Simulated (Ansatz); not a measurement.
# Ag-Os-Ag stack of (111) layers: electron–phonon coupling and resistivity, part 3 of 5

Aim: how strongly do electrons couple to phonons in Ag-Os-Ag stack of (111) layers, and what resistivity does that give?

Ansatz 0.2.0; DFT PBE, scalar-relativistic, plane waves, PAW; PAW set soft_1.

So far. Step 6 (Phonons by linear response: q 2×2×1, k 6×6×1): Among the solved wavevectors the lowest mode, translations apart, is -16.8 cm⁻¹, imaginary. Step 7 (Phonons: q 3×3×1, k 9×9×1): Among the solved wavevectors the lowest mode, translations apart, is 27.3 cm⁻¹, so these are real on this k mesh. This mesh lacks the wavevector at which the coarser one was unstable.

### 8. Electron–phonon run: q 3×3×1, k 9×9×1, scattering 18×18×1

Phonons, couplings and the Boltzmann equation in one run.

input.yaml reads:

```yaml
crystal:
  lattice:
    - [2.7426400609, 0.0, 0.0]
    - [-1.3713200305, 2.3751959662, 0.0]
    - [0.0, 0.0, 32.6490652006]
  atoms:
    - { symbol: Ag, position: [0.0, 0.0, 0.1609410931] }
    - { symbol: Os, position: [0.3333333333, 0.6666666667, 0.2362170234] }
    - { symbol: Ag, position: [0.6666666667, 0.3333333333, 0.3114929537] }
  periodic: [true, true, false]
kpoints:
  mp_grid: { grid: [9, 9, 1] }
hamiltonian:
  xc: pbe
  pseudopotentials: { kind: paw, azcp: { folder: soft_1 } }
scf:
  occupations: { method: methfessel_paxton, width: 0.2 }
output:
  eigenvalues: true
phonons:
  method: dfpt
  qmesh: [3, 3, 1]
  temperatures: { t_max: 1000, t_step: 50 }
  qpath:
    path:
      - [0.0, 0.0, 0.0]
      - [0.5, 0.0, 0.0]
      - [0.33333333, 0.33333333, 0.0]
      - [0.0, 0.0, 0.0]
    npoints: 10
  electrical_resistivity:
    mesh: [18, 18, 1]
    temperatures: [20.0, 50.0, 77.0, 100.0, 150.0, 200.0, 300.0, 400.0, 600.0, 800.0]
  superconductivity: { mesh: [18, 18, 1] }
```

Launch:

```
$ ansatz run input.yaml --threads 4 --pin off --max-ram 12288MiB --backend cpu --events-out ev --progress --plain --runs-dir out
```

Numbers of over 12 decimals in the logs are rounded to 6 here.

Output:

```text
[...]
Crystal: 3 atoms, lattice volume = 212.686 Å³
Basis set: ecut = 420 eV, 4159 PW (Γ), exchange–correlation on 40×40×450 points (8 copies of the dense FFT grid, shifted against one another)
Bands: 33, of which v1, the nominal top of the filled ones, is band 27 counted from 1 (26 counted from 0)
Symmetry: 12 space group operations
k-points: 12 of 81 (irreducible under 6 space group operations, time reversal used)
[...]
SCF iter   1: F=—  HF=-26566.435608 eV  |F-HF|=—  |Δ(HF+E_count)|=         —  Δρ=4.50e-2  dr2=1.81e1  ethr=3.10e-3  ⟨swp⟩=14.8  Hψ=2978  notcnv=0
[...]
SCF iter  13: F=-26564.837513 eV  HF=-26564.837513 eV  |F-HF|=2.87e-10  |Δ(HF+E_count)|=  9.09e-10  S|Δr|=    0.00e0  Δρ=4.21e-8  dr2=6.16e-12  ethr=1.00e-12  ⟨swp⟩=23.0  Hψ=3392  notcnv=0
SCF 1 converged in 13 iterations: F = -26564.837513 eV  dr2 = 6.16e-12
[...]
k-points: 12 of 81
SCF iter   1: F=—  HF=-26566.435608 eV  |F-HF|=—  |Δ(HF+E_count)|=         —  Δρ=4.50e-2  dr2=1.81e1  ethr=3.10e-3  ⟨swp⟩=14.8  Hψ=2978  notcnv=0
[...]
SCF iter  13: F=-26564.837513 eV  HF=-26564.837513 eV  |F-HF|=7.28e-11  |Δ(HF+E_count)|=  9.13e-10  S|Δr|=    0.00e0  Δρ=4.14e-8  dr2=6.01e-12  ethr=1.00e-12  ⟨swp⟩=4.3  Hψ=1194  notcnv=0
SCF 2 converged in 13 iterations: F = -26564.837513 eV  dr2 = 6.01e-12
[...]
SCF converged after 13 iterations
[...]
Free energy (F): -26564.837513 eV
[...]
Internal energy: -26564.841796 eV  (E = F + TS)
E sigma→0 (E₀):  -26564.838584 eV
Entropy (-TS):   0.004283 eV (1.428 meV/atom)
Fermi energy:    -4.975179 eV
[...]
--- Band table (eV; the first three rows and the last of 12) ---
  k-point 0: bands = [... 23 lower, -8.0151, -8.0151, -6.5389, -6.5389, -6.0143, -4.7697, -3.8350, -3.8350, ... 2 higher]
  k-point 1: bands = [... 23 lower, -8.1550, -8.0709, -6.8512, -6.1503, -5.4879, -5.1060, -3.9353, -3.0564, ... 2 higher]
  k-point 2: bands = [... 23 lower, -8.2594, -8.1937, -7.0412, -5.5074, -5.0240, -4.3809, -4.1806, -1.5499, ... 2 higher]
  k-point 11: bands = [... 23 lower, -6.8396, -6.5530, -6.5530, -4.8564, 0.6331, 0.7886, 1.0374, 1.0374, ... 2 higher]
[...]
ASR residual: 1.113e-4 → 0.000e0 eV/Å²; symmetrization residual: 3.623e-7 eV/Å²
[...]
ASR residual per site (eV/Å²): 9.34e-6 1.11e-4 1.06e-5
  Γ frequencies (cm⁻¹): 0.00 0.00 0.00 43.41 43.41 61.27 61.27 98.40 129.35
--- Phonons (arbitrary-q DFPT): 3 irreducible q on the 3×3×1 mesh ---
[...]
interpolated dispersion: 31 rows × 9 modes
[...]
--- Electrical resistivity: potentials and phonons of a 3×3×1 supercell ---
  scattering by harmonic phonons alone, with no dipole-dipole term; scattering by other electrons, impurities, surfaces and spin disorder is left out, and so is spin–orbit coupling
  the resistivity is that of a variational response, whose dependence on the energy is improved iteratively
  tensors lie in the sheet's plane, the Hall coefficient along its normal; that, the resistivity and the plasma energy are of the whole cell, vacuum included; the cell is 32.649 Å high
  at the Fermi level of each mesh (of a tensor half of its trace):
           mesh   spin    states/(eV spin)  plasma energy (eV)         λ      λ_tr    ħω_log (meV)
        18×18×1                     1.3583              3.4288    2.1164    2.1983           4.776
          9×9×1                     1.2341              3.7015    2.2897    2.2920           5.101
  resistivity on the deck's mesh, µΩ·cm:
     T (K)       trace/2  mesh converged            xx            yy            zz    lowest order   relaxation time
     20.00      4.2552e0              no      4.2552e0      4.2552e0      0.0000e0        7.3470e0          4.7142e0
     50.00      2.2027e1              no      2.2027e1      2.2027e1      0.0000e0        3.1873e1          2.4028e1
     77.00      3.8196e1              no      3.8196e1      3.8196e1      0.0000e0        5.4094e1          4.1462e1
    100.00      5.1633e1              no      5.1633e1      5.1633e1      0.0000e0        7.2810e1          5.5923e1
    150.00      8.0115e1              no      8.0115e1      8.0115e1      0.0000e0        1.1321e2          8.6550e1
    200.00      1.0796e2              no      1.0796e2      1.0796e2      0.0000e0        1.5350e2          1.1645e2
    300.00      1.6228e2              no      1.6228e2      1.6228e2      0.0000e0        2.3421e2          1.7468e2
    400.00      2.1588e2              no      2.1588e2      2.1588e2      0.0000e0        3.1553e2          2.3196e2
    600.00      3.2372e2              no      3.2372e2      3.2372e2      0.0000e0        4.8121e2          3.4660e2
    800.00      4.3405e2              no      4.3405e2      4.3405e2      0.0000e0        6.5213e2          4.6335e2
  sheet resistance at 20 K: 13.03 Ω
  mean free path at 20 K (of a tensor half of its trace): 123 nm by what each carries, 55.6 by the Fermi surface alone
  Hall coefficient in a weak field at 20 K (along the normal): -1.738e-9 m³/C (as a tensor it moves by 6.5 % between the two finest meshes); by each state's relaxation time: -2.015e-9 m³/C; by a constant relaxation time: (none: it, or that of a finer mesh, parts from a neighbouring mesh's by over half of the finer one's)
  sheet resistance at 50 K: 67.47 Ω
[...]
sheet resistance at 77 K: 117.0 Ω
[...]
sheet resistance at 100 K: 158.1 Ω
[...]
sheet resistance at 150 K: 245.4 Ω
[...]
sheet resistance at 200 K: 330.7 Ω
[...]
sheet resistance at 300 K: 497.0 Ω
[...]
sheet resistance at 400 K: 661.2 Ω
[...]
sheet resistance at 600 K: 991.5 Ω
[...]
sheet resistance at 800 K: 1329 Ω
[...]
the resistivity times a path that all electrons share, by the Fermi surface of the deck's mesh alone (half of the trace): 2.366e-15 Ω·m²
  not converged in the mesh (λ; λ_tr; the resistivity at 20 K by 24.40 %; the resistivity at 50 K by 24.73 %; the resistivity at 77 K by 24.19 %; the resistivity at 100 K by 23.62 %; the resistivity at 150 K by 22.45 %; the resistivity at 200 K by 21.42 %; the resistivity at 300 K by 20.31 %; the resistivity at 400 K by 19.61 %; the resistivity at 600 K by 19.67 %; the resistivity at 800 K by 20.35 %): between neighb [...]
  vibrations of 9 cells: unjudged by the run; compare a larger repeat
  the changes of the potential over all sites missed a rigid shift's by 0.18 % (the site terms' by 0.01 %)
--- Superconductivity: potentials and phonons of a 3×3×1 supercell ---
           mesh         λ    ħω_log (meV)  μ* declared at (meV)
        18×18×1    2.1164           4.776                6.081
          9×9×1    2.2897           5.101                6.527
  λ by the species' shares of the modes' patterns: Ag 0.7756, Os 1.3407
  with the Fermi level up to 27.3 meV (the hardest mode) off, states and modes as they are: density of states 1.1680 to 2.1200 /eV of one spin and cell, λ 1.9569 to 2.8442
  transition temperature on the deck's mesh (K), isotropic and anisotropic, restricted to the Fermi surface (FSR) and over the full bandwidth (FBW), and the last with the density of states resolved in a narrower window:
        μ*   McMillan   Allen–Dynes      iso. FSR      iso. FBW    aniso. FSR    aniso. FBW  narrow window
      0.08      8.625        10.684        10.330        10.449        11.834        12.088         12.039
      0.10      8.277        10.076         9.710         9.821        11.287        11.517         11.475
      0.12      7.927         9.503         9.111         9.216        10.766        10.973         10.938
      0.13      7.751         9.228         8.819         8.921        10.516        10.711         10.680
      0.14      7.575         8.959         8.533         8.632        10.272        10.456         10.428
      0.16      7.221         8.438         7.977         8.070         9.806         9.968          9.947
      0.20      6.509         7.454         6.927         7.011         8.958         9.081          9.073
  isotope coefficients −∂ln Tc/∂ln M under μ* = 0.13, the force constants as they are, of the isotropic transitions restricted to the Fermi surface and over the full bandwidth: Ag 0.065 and 0.065, Os 0.408 and 0.408
  gaps at the Fermi level over the full bandwidth under μ* = 0.1, 2.879 K: 0.484 to 2.950 meV
[...]
not converged in the mesh (λ, the transition temperature): between neighbouring meshes, the two finest first, λ moves by 8.19 % and the anisotropic transition temperature over the full bandwidth at μ* = 0.13 by 15.48 %; converged means that the two finest part by at most 2.00 % and 5.00 %
  vibrations of 9 cells: unjudged by the run; compare a larger repeat
[...]
```

It took 4 min on 4 threads of Arm Neoverse V1, shared host; peak memory 2.3 GiB; 15 min of CPU time.

Numbers from this step:

```yaml
cell_height: 32.65 Å
sheet_resistance_300k: 497 Ω/square, mean in the plane
resistivity_at_300_k: 162.3 μΩ cm, mean of the axes, of the whole cell with its vacuum
coupling_constant_lambda: 2.116
density_of_states_at_the_fermi_level: 1.358 states/eV a spin and cell
log_mean_phonon_energy_omega_log: 4.776 meV
transport_coupling_constant_lambda_tr: 2.198, 2.198, 0 (xx, yy, zz)
drude_plasma_energy: 3.429, 3.429, 0 eV (xx, yy, zz), of the whole cell with its vacuum
second_moment_phonon_energy_omega: 6.081 meV
```

The Eliashberg function α²F has structure finer than the step of the table below, so its rows give means over 1 meV, whole bins alone (the curve runs from 0.107 to 27.2 meV). Peaks (meV: height): α²F 3.1: 1.80, 3.9: 1.23, 4.6: 1.32, 8.0: 0.963; α²F tr 3.1: 1.10, 5.0: 1.50, 8.0: 1.12, 11.2: 0.257, 15.4: 0.531, 17.2: 0.459.

The Eliashberg function α²F by phonon energy; means over each step:

| phonon energy (meV) | α²F | α²F tr |
| --- | --- | --- |
| 1 | 2.5e-4 | 9.3e-5 |
| 2 | 0.00169 | 7.5e-4 |
| 3 | 0.828 | 0.555 |
| 4 | 1.05 | 1.04 |
| 5 | 1.08 | 1.24 |
| 6 | 0.581 | 0.655 |
| 7 | 0.405 | 0.566 |
| 8 | 0.565 | 0.711 |
| 9 | 0.0238 | 0.0264 |
| 10 | 0.114 | 0.116 |
| 11 | 0.158 | 0.209 |
| 12 | 0.106 | 0.112 |
| 13 | 0.0976 | 0.104 |
| 14 | 0.0661 | 0.0896 |
| 15 | 0.152 | 0.336 |
| 16 | 0.140 | 0.316 |
| 17 | 0.150 | 0.382 |
| 18 | 0.0350 | 0.0843 |
| 19 | 0.00874 | 0.0134 |
| 20 | 0.00859 | 0.0112 |
| 21 | 0.00839 | 0.00943 |
| 22 | 0.00803 | 0.00778 |
| 23 | 0.00707 | 0.00796 |
| 24 | 0.0127 | 0.0146 |
| 25 | 0.0197 | 0.0230 |
| 26 | 0.0143 | 0.0168 |

The self-energy step met imaginary modes, so this run fell back to plain Fourier phonons and is not comparable with runs that kept it. Some states were left unconverged by the eigensolver. By its own test the run is not converged in the mesh. λ = 2.12 and 497 Ω per square at 300 K. The run's own test puts 20 % between its two finest meshes on the component of the resistivity at 300 K that moves most, so it is not converged. By the run's own test λ moves by 8 % between its two finest scattering meshes. A coarser mesh gave an imaginary mode at a wavevector that this mesh lacks.

[end of part 3 of 5]

[Logs are printed without paths, hosts, clocks, repeated set-up lines and the standing remarks that a program may print on its own settings, such as how far it seeks lower states.]

[Hosts, paths, dates, database ids (printed as entryN), source tags and the programs' standing remarks are cut or masked in the printed files.]
